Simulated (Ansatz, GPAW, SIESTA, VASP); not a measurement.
**SrO: 4 runs at one level of theory**

```
Sr O
1.0
     0.00000    2.56630    2.56630
     2.56630    0.00000    2.56630
     2.56630    2.56630    0.00000
Sr O
1 1
Cartesian
  2.5663 2.5663 2.5663
  0.0000 0.0000 0.0000
```

Alike in all runs: task band structure; functional BLYP; k mesh 9 × 9 × 9; occupations fermi-dirac, width 0.05 eV; no spin polarisation; no spin-orbit coupling. Pressure is positive in compression and, in plane waves, holds the error of the finite cutoff.

| program and potentials | plane-wave cutoff (eV) | notes | band gap (eV) | pressure (GPa) |
| --- | --- | --- | --- | --- |
| SIESTA, files PseudoDojo sr-pbe-0.4.1-standard, DZP (energy shift 0.003 Ry; two zetas on semicore shells; d shell added on Sr) | - | atomic basis; potentials made for PBE | 3.45 | 7.63 |
| GPAW, PAW data sets generated for this functional | 800 | - | 3.55 | 6.66 |
| Ansatz, all-electron LAPW, scalar-relativistic | - | - | 3.51 | 6.22 |
| VASP, PBE PAW files O, Sr_sv, 520 eV | 520 | potentials made for PBE | ? | ? |

Task: Estimate from the other rows what the run with VASP, PBE PAW files O, Sr_sv, 520 eV gave.

Result: Band gap 3.45 eV; pressure 6.93 GPa. The other rows, which needn't bracket it: band gap 3.45 to 3.55; pressure 6.22 to 7.63.
